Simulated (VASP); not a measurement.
# Sb (R-3m) in VASP: further runs

Aim: see how the results for Sb move with the level of theory and the settings. Levels: LDA, PBE+D3(BJ). Tasks: relaxation of cell and atoms.

All numbers are computed with VASP 6.6.1; they aren't measurements. Logs are shortened: lines on timing, memory, paths and dates and some standing lists are left out, and cuts for length are marked.

**1. Starting point**

It takes space group R-3m (No. 166, trigonal). The conventional cell has a = 4.301 Å, b = 4.301 Å, c = 10.971 Å, α = 90.00°, β = 90.00°, γ = 120.00°. Around Sb (site symmetry 3m) lie 6 Sb at 2.91 to 3.27 Å.

**2. Relaxation of cell and atoms, LDA**

INCAR

```
PREC = Accurate
ENCUT = 600
EDIFF = 1E-7
ISMEAR = 1
SIGMA = 0.1
LREAL = False
LASPH = True
NELM = 80
ALGO = Normal
ISIF = 3
LWAVE = False
LCHARG = False
GGA = CA
IBRION = 2
NSW = 90
EDIFFG = -0.005
KPAR = 2
```

KPOINTS

```
regular mesh
0
Gamma
  10 10 10
```

POSCAR

```
Sb                                      
1.0
    2.1503935362      1.2415302870      3.6569845101
   -2.1503935362      1.2415302870      3.6569845101
    0.0000000000     -2.4830605740      3.6569845101
  Sb            
     2
Direct
     0.2362318589637210    0.2362318589637210    0.2362318589637210
     0.7637681410362791    0.7637681410362791    0.7637681410362791
```

Potentials or basis: VASP PAW LDA potentials, release 64 (Sb).

Run with:

```bash
$ cat potpaw_LDA.64/Sb/POTCAR > POTCAR
$ mpirun -np 2 vasp_std > vasp.out
```

OUTCAR:

```text
PREC = Accurate
   ENCUT = 600
   EDIFF = 1E-7
   ISMEAR = 1
   LREAL = False
   LASPH = True
   NELM = 80
   ISIF = 3
   GGA = CA
   IBRION = 2
   NSW = 90
   EDIFFG = -0.005

 ion  position               nearest neighbor table
   1  0.236  0.236  0.236-   2 2.91   2 2.91   2 2.91   2 3.27   2 3.27   2 3.27
   2  0.764  0.764  0.764-   1 2.91   1 2.91   1 2.91   1 3.27   1 3.27   1 3.27

  LATTYP: Found a trigonal (rhomboedric) cell.
 ALAT       =     4.4203083061
 COS(alpha) =     0.5266735601

  Lattice vectors:

 A1 = (   2.1503935362,   1.2415302870,   3.6569845101)
 A2 = (  -2.1503935362,   1.2415302870,   3.6569845101)
 A3 = (   0.0000000000,  -2.4830605740,   3.6569845101)

Analysis of symmetry for initial positions (statically):
=====================================================================
 Subroutine PRICEL returns:
 Original cell was already a primitive cell.

 Routine SETGRP: Setting up the symmetry group for a
 trigonal (rhombohedral) supercell.

 Subroutine GETGRP returns: Found 12 space group operations
 (whereof 12 operations were pure point group operations)
 out of a pool of 12 trial point group operations.

The static configuration has the point symmetry D_3d.

Analysis of symmetry for dynamics (positions and initial velocities):
=====================================================================
 Subroutine PRICEL returns:
 Original cell was already a primitive cell.

 Routine SETGRP: Setting up the symmetry group for a
 trigonal (rhombohedral) supercell.

 Subroutine GETGRP returns: Found 12 space group operations
 (whereof 12 operations were pure point group operations)
 out of a pool of 12 trial point group operations.

The dynamic configuration has the point symmetry D_3d.

 Subroutine INISYM returns: Found 12 space group operations
 (whereof 12 operations are pure point group operations),
 and found     1 'primitive' translations

----------------------------------------------------------------------------------------

                                     Primitive cell

  volume of cell :      58.5800

  direct lattice vectors                    reciprocal lattice vectors
     2.150393536  1.241530287  3.656984510     0.232515580  0.134242933  0.091149780
    -2.150393536  1.241530287  3.656984510    -0.232515580  0.134242933  0.091149780
     0.000000000 -2.483060574  3.656984510     0.000000000 -0.268485865  0.091149780

  length of vectors
     4.420308306  4.420308306  4.420308306     0.283536492  0.283536492  0.283536492

  position of ions in fractional coordinates (direct lattice)
     0.236231859  0.236231859  0.236231859
     0.763768141  0.763768141  0.763768141

  ion indices of the primitive-cell ions
   primitive index   ion index
                 1           1
                 2           2

----------------------------------------------------------------------------------------

 KPOINTS: regular mesh

Automatic generation of k-mesh.
 Grid dimensions read from file:
 generate k-points for:   10   10   10

 Generating k-lattice:

  Cartesian coordinates                     Fractional coordinates (reciprocal lattice)
     0.023251558  0.013424293  0.009114978     0.100000000  0.000000000  0.000000000
    -0.023251558  0.013424293  0.009114978     0.000000000  0.100000000  0.000000000
     0.000000000 -0.026848587  0.009114978     0.000000000  0.000000000  0.100000000

  Length of vectors
     0.028353649  0.028353649  0.028353649

  Shift w.r.t. Gamma in fractional coordinates (k-lattice)
     0.000000000  0.000000000  0.000000000

 Subroutine IBZKPT returns following result:
 ===========================================

 Found    116 irreducible k-points:

 Following reciprocal coordinates:
            Coordinates               Weight
  0.000000  0.000000  0.000000      1.000000
  0.100000 -0.000000 -0.000000      6.000000
  0.200000 -0.000000 -0.000000      6.000000
  0.300000  0.000000  0.000000      6.000000
  0.400000 -0.000000 -0.000000      6.000000
  0.500000  0.000000 -0.000000      3.000000
[... 16 lines left out ...]
  0.300000  0.300000  0.000000      6.000000
  0.400000  0.300000 -0.000000     12.000000
 [... further k-points ...]
   k-points           NKPTS =    116   k-points in BZ     NKDIM =    116   number of bands    NBANDS=      9
   number of dos      NEDOS =    301   number of ions     NIONS =      2
   total plane-waves  NPLWV =  46656
   dimension x,y,z NGX =    36 NGY =   36 NGZ =   36
   dimension x,y,z NGXF=    72 NGYF=   72 NGZF=   72
   ions per type =               2
   NGX,Y,Z   is equivalent  to a cutoff of  13.54, 13.54, 13.54 a.u.
   NGXF,Y,Z  is equivalent  to a cutoff of  27.08, 27.08, 27.08 a.u.
 SYSTEM =  unknown system
   PREC   = accura    normal or accurate (medium, high low for compatibility)
   ISTART =      0    job   : 0-new  1-cont  2-samecut
   ICHARG =      2    charge: 1-file 2-atom 10-const
   ISPIN  =      1    spin polarized calculation?
   LNONCOLLINEAR =      F non collinear calculations
   LSORBIT =      F    spin-orbit coupling
   LASPH  =      T    aspherical Exc in radial PAW
   ENCUT  =  600.0 eV  44.10 Ry    6.64 a.u.   8.83  8.83  8.83*2*pi/ulx,y,z
   NELM   =     80;   NELMIN=  2; NELMDL= -5     # of ELM steps
   EDIFF  = 0.1E-06   stopping-criterion for ELM
   LREAL  =      F    real-space projection
   EDIFFG = -.5E-02   stopping-criterion for IOM
   NSW    =     90    number of steps for IOM
   IBRION =      2    ionic relax: 0-MD 1-quasi-New 2-CG
   NFREE  =      1    steps in history (QN), initial steepest desc. (CG)
   ISIF   =      3    stress and relaxation
   ISYM   =      2    0-nonsym 1-usesym 2-fastsym
   POTIM  = 0.5000    time-step for ionic-motion
   TEBEG  =    0.0;   TEEND  =   0.0 temperature during run
   PSTRESS=    0.0 pullay stress
   NELECT =      10.0000    total number of electrons
   NUPDOWN=      -1.0000    fix difference up-down
   EMIN   =  10.00;   EMAX   =-10.00  energy-range for DOS
   EFERMI =   0.00;   METHOD = LEGACY
   ISMEAR =     1;   SIGMA  =   0.10  broadening in eV -4-tet -1-fermi 0-gaus
   EFERMI_NEDOS =   21; number of points for ismear=-14 and -15
   IALGO  =     38    algorithm
   IMIX   =      4    mixing-type and parameters
     AMIX     =   0.40;   BMIX     =  1.00
     AMIX_MAG =   1.60;   BMIX_MAG =  1.00
  volume/ion in A,a.u.               =      29.29       197.66
  Fermi-wavevector in a.u.,A,eV,Ry     =   0.908151  1.716157 11.221256  0.824739
  Thomas-Fermi vector in A             =   2.032044
   LORBIT       =      0    0 simple, 1 ext, 2 COOP (PROOUT), +10 PAW based schemes
   GGA     = CA    functional components
   LHFCALC =     F    Hartree Fock is set to
   AEXX    =    0.0000 exact exchange contribution
   IVDW    =     0    specifies the selected vdW correction
   LEPSILON=     F    determine dielectric tensor
   LRPA    =     F    only Hartree local field effects (RPA)
 conjugate gradient relaxation of ions
 non-spin polarized calculation
 Methfessel and Paxton  Order N= 1 SIGMA  =   0.10
  energy-cutoff  :      600.00
  volume of cell :       58.58
 maximum number of plane-waves:      1980
   NGX = 17   NGY = 17   NGZ = 17

 number of electron      10.0000000 magnetization

 Free energy of the ion-electron system (eV)
  ---------------------------------------------------
  ext. energy  EPLUGINS =         0.00000000
  ---------------------------------------------------
  free energy    TOTEN  =        -9.63116904 eV

  energy without entropy =       -9.63111838  energy(sigma->0) =       -9.63115215

 E-fermi :   7.4066     XC(G=0):  -9.8556

 val. band max:        7.4052518762   @ k =   0.4000   0.1000   0.1000
 cond. band min:       7.4132579481   @ k =   0.5000   0.5000   0.5000
 fundamental gap:      0.0080060719
 Fermi energy:         7.4065597835

 k-point     1 :       0.0000    0.0000    0.0000
  band No.  band energies     occupation
      1      -5.3976      2.00000
      2       2.7936      2.00000
      3       5.4977      2.00000
      4       5.6394      2.00000
      5       5.6394      2.00000
      6       9.8433      0.00000
      7      10.3234      0.00000
      8      10.3234      0.00000
      9      12.4161      0.00000

 k-point     2 :       0.1000   -0.0000   -0.0000
  band No.  band energies     occupation
      1      -5.2851      2.00000
      2       2.2469      2.00000
      3       5.5250      2.00000
      4       5.6290      2.00000
      5       5.9110      2.00000
      6       9.6954      0.00000
      7       9.9984      0.00000
      8      10.0085      0.00000
      9      12.0645      0.00000

 k-point     3 :       0.2000   -0.0000   -0.0000
  band No.  band energies     occupation
      1      -4.9492      2.00000
      2       1.0918      2.00000
      3       5.5621      2.00000
      4       5.6167      2.00000
      5       6.3525      2.00000
      6       9.1403     -0.00000
      7       9.2626     -0.00000
      8       9.3038     -0.00000
      9      12.1053      0.00000

 k-point     4 :       0.3000    0.0000    0.0000
  band No.  band energies     occupation
      1      -4.3962      2.00000
      2      -0.2048      2.00000
      3       5.6360      2.00000
      4       5.6578      2.00000
      5       6.6656      2.00000
      6       8.3775     -0.00000
      7       8.5103     -0.00000
      8       8.5545     -0.00000
      9      12.8777      0.00000
[... 205 lines left out ...]
 k-point    22 :      -0.2000    0.2000    0.0000
  band No.  band energies     occupation
      1      -4.2038      2.00000
      2      -0.2180      2.00000
      3       3.8093      2.00000
      4       6.4751      2.00000
      5       6.4847      2.00000
      6       7.7373     -0.00003
      7       8.2419     -0.00000
      8      11.2987      0.00000
      9      12.0437      0.00000

 k-point    23 :       0.3000    0.3000    0.0000
  band No.  band energies     occupation
      1      -4.1535      2.00000
      2       0.3990      2.00000
      3       3.7018      2.00000
      4       4.2271      2.00000
      5       4.6123      2.00000
      6       9.5249      0.00000
      7      10.9788      0.00000
      8      11.6708      0.00000
      9      12.1222      0.00000

 k-point    24 :       0.4000    0.3000   -0.0000
  band No.  band energies     occupation
      1      -3.6840      2.00000
      2      -0.1662      2.00000
      3       3.0897      2.00000
      4       4.0771      2.00000
      5       4.2979      2.00000
      6       9.6537      0.00000
      7      11.5707      0.00000
      8      11.7837      0.00000
      9      12.1427      0.00000

 [... further k-points ...]

------------------------ aborting loop because EDIFF is reached ----------------------------------------

  FORCE on cell =-STRESS in cart. coord.  units (eV):
  Direction    XX          YY          ZZ          XY          YZ          ZX
  --------------------------------------------------------------------------------------
  -------------------------------------------------------------------------------------
  Total        0.0027880      0.0027880     -0.0086347      0.0000000     -0.0000000      0.0000000
  in kB        0.0762527      0.0762527     -0.2361608      0.0000000     -0.0000000      0.0000000
  external PRESSURE =      -0.0278851 kB  Pullay stress =       0.0000000 kB

 VOLUME and BASIS-vectors are now :
 -----------------------------------------------------------------------------
  energy-cutoff  :      600.00
  volume of cell :       58.58
      direct lattice vectors                 reciprocal lattice vectors
     2.150393536  1.241530287  3.656984510     0.232515580  0.134242933  0.091149780
    -2.150393536  1.241530287  3.656984510    -0.232515580  0.134242933  0.091149780
     0.000000000 -2.483060574  3.656984510     0.000000000 -0.268485865  0.091149780

 POSITION                                       TOTAL-FORCE (eV/Angst)
 -----------------------------------------------------------------------------------
      0.00000      0.00000      2.59169         0.000000      0.000000     -0.000904
      0.00000      0.00000      8.37926         0.000000     -0.000000      0.000904
 -----------------------------------------------------------------------------------
    total drift:                               -0.000000     -0.000000      0.000000

  FREE ENERGIE OF THE ION-ELECTRON SYSTEM (eV)
  ---------------------------------------------------
  free  energy   TOTEN  =        -9.6311690383 eV

  energy  without entropy=       -9.6311183769  energy(sigma->0) =       -9.63115215

 reached required accuracy - stopping structural energy minimisation
```

Run time: 21 s. Hardware: 2 MPI ranks of Intel Xeon 6975P-C (Granite Rapids), shared host; peak memory 0.2 GiB.

Results:

- Free energy: -9.6312 eV
- Pressure after relaxing: 0.0 GPa
- Band gap on the k mesh: none (metal or under the smearing width)

Final structure:
```
CELL_PARAMETERS angstrom
2.15039 1.24153 3.65698
-2.15039 1.24153 3.65698
0.00000 -2.48306 3.65698
ATOMIC_POSITIONS crystal
Sb 0.23623 0.23623 0.23623
Sb 0.76377 0.76377 0.76377
```

Caveat: the relaxation stopped at its first step, so nothing moved. Spin-orbit coupling is left out, which matters for the levels of Sb.

**3. Relaxation of cell and atoms, LDA, target pressure 6.5 GPa, at which the enthalpy is minimised**

This run uses another cell than the first one, of 30.21 Å³/atom, 1.031 times its volume.

INCAR

```
SYSTEM = Sb
ALGO     = Normal         ! electronic algorithm
EDIFF    = 1E-6           ! SCF threshold, eV
EDIFFG   = -0.01          ! ionic threshold
ENCUT    = 600            ! plane-wave cutoff, eV
GGA      = CA             ! functional
IBRION   = 2              ! ionic algorithm
ISIF     = 3              ! what is computed and relaxed
ISMEAR   = 1              ! smearing method
LASPH    = .True.         ! aspherical terms in the spheres
LCHARG   = .False.        ! write CHGCAR
LREAL    = .False.        ! projectors in reciprocal space
LWAVE    = .False.        ! write WAVECAR
NELM     = 80             ! most SCF steps
NSW      = 90             ! ionic steps
PREC     = Accurate       ! precision mode
PSTRESS  = 65.0         
SIGMA    = 0.1            ! smearing width, eV
```

KPOINTS

```
k-points
0
Gamma
  10 10 10
  0 0 0
```

POSCAR

```
Sb
1.0
    2.1542000000      1.2437279499      3.7580000000
   -2.1542000000      1.2437279499      3.7580000000
    0.0000000000     -2.4874558998      3.7580000000
Sb
2
Direct
    0.2334900000      0.2334900000      0.2334900000
    0.7665100000      0.7665100000      0.7665100000
```

Potentials or basis: VASP PAW LDA potentials, release 64 (Sb).

Run with:

```bash
$ cat potpaw_LDA.64/Sb/POTCAR > POTCAR
$ mpirun -np 1 vasp_std > vasp.out
```

Run time: 4.9 min. Hardware: 1 thread of Intel Xeon 6975P-C (Granite Rapids), shared host; peak memory 0.22 GiB.

It converged, with:

```
Free energy                                            : -9.5041 eV
Relaxed volume                                         : 25.96 Å³/atom
Relaxed cell                                           : a = 4.180 Å, b = 4.180 Å, c = 4.180 Å, α = 60.25°, β = 60.25°, γ = 60.25°
Space group after relaxing (to 0.05 Å)                 : Pm-3m (No. 221)
Energy change on relaxing (the enthalpy is what falls) : +58.3 meV/atom
Ionic steps                                            : 31
Pressure after relaxing                                : 6.5 GPa
Band gap on the k mesh                                 : none (metal or under the smearing width)
```

Stress tensor (GPa, compression positive):
```
6.46 0.00 0.00
0.00 6.46 0.00
0.00 0.00 6.54
```

Step by step:
| step | energy change (eV) | largest force (eV/Å) | pressure (GPa) | volume (Å³) |
| --- | --- | --- | --- | --- |
| 1 | 0.0000 | 0.1054 | -0.91 | 60.41 |
| 2 | 0.4848 | 1.4327 | 18.04 | 49.01 |
| 3 | 0.0874 | 0.6794 | 6.45 | 54.52 |
| 4 | 0.0920 | 0.6924 | 6.64 | 54.41 |
| 5 | 0.0860 | 0.3828 | 6.76 | 53.64 |
| 6 | 0.1117 | 0.0930 | 7.21 | 52.41 |
| 7 | 0.1219 | 0.0777 | 7.42 | 52.12 |
| 8 | 0.1391 | 0.0791 | 7.80 | 51.68 |
| 9 | 0.0627 | 0.0531 | 4.00 | 53.74 |
| 10 | 0.1058 | 0.0258 | 6.34 | 52.42 |
| 11 | 0.1060 | 0.0330 | 6.31 | 52.38 |
| 12 | 0.1077 | 0.0569 | 6.26 | 52.27 |
| 13 | 0.1255 | 0.0641 | 6.53 | 51.99 |
| 14 | 0.1092 | 0.0624 | 6.29 | 52.22 |
| 15 | 0.1297 | 0.0699 | 7.11 | 51.72 |
| 16 | 0.1207 | 0.0685 | 6.75 | 51.93 |
| 17 | 0.1208 | 0.0556 | 6.71 | 51.91 |
| 18 | 0.1220 | 0.0198 | 6.65 | 51.85 |
| 19 | 0.1230 | 0.0063 | 6.67 | 51.82 |
| 20 | 0.1111 | 0.0061 | 6.17 | 52.08 |
| 21 | 0.1076 | 0.0035 | 6.02 | 52.17 |
| 22 | 0.1106 | 0.0031 | 6.20 | 52.08 |
| 23 | 0.1155 | 0.0178 | 6.44 | 51.95 |
| 24 | 0.1163 | 0.0199 | 6.47 | 51.93 |
| 25 | 0.1164 | 0.0205 | 6.47 | 51.93 |
| 26 | 0.1168 | 0.0182 | 6.48 | 51.92 |
| 27 | 0.1179 | 0.0106 | 6.55 | 51.89 |
| 28 | 0.1203 | 0.0049 | 6.66 | 51.83 |
| 29 | 0.1189 | 0.0046 | 6.59 | 51.87 |
| 30 | 0.1177 | 0.0018 | 6.54 | 51.89 |
| 31 | 0.1166 | 0.0010 | 6.49 | 51.92 |

Final structure:
```
Sb
1.0
     2.09771    1.21112    3.40619
    -2.09771    1.21112    3.40619
     0.00000   -2.42223    3.40619
Sb
2
Direct
  0.24998 0.24998 0.24998
  0.75002 0.75002 0.75002
```

Levels at points of the mesh, in eV from the Fermi level:
```csv
k point,band 3,band 4,band 5,band 6,band 7,band 8
"(0.00, 0.00, 0.00)",-1.95,-1.95,-1.87,3.54,3.56,3.56
"(0.50, 0.00, 0.00)",-0.78,-0.77,-0.75,-0.75,0.40,0.40
"(0.50, 0.50, 0.00)",-6.60,-4.23,-4.18,1.65,6.02,6.04
"(0.50, 0.50, 0.50)",-0.80,-0.80,-0.80,-0.80,0.34,0.34
```

Caveat: the cell is relaxed towards a set pressure, so the enthalpy falls and the energy may rise. The run has no spin-orbit coupling, so splittings on Sb are missing.

(Continued in part 2 of 2.)
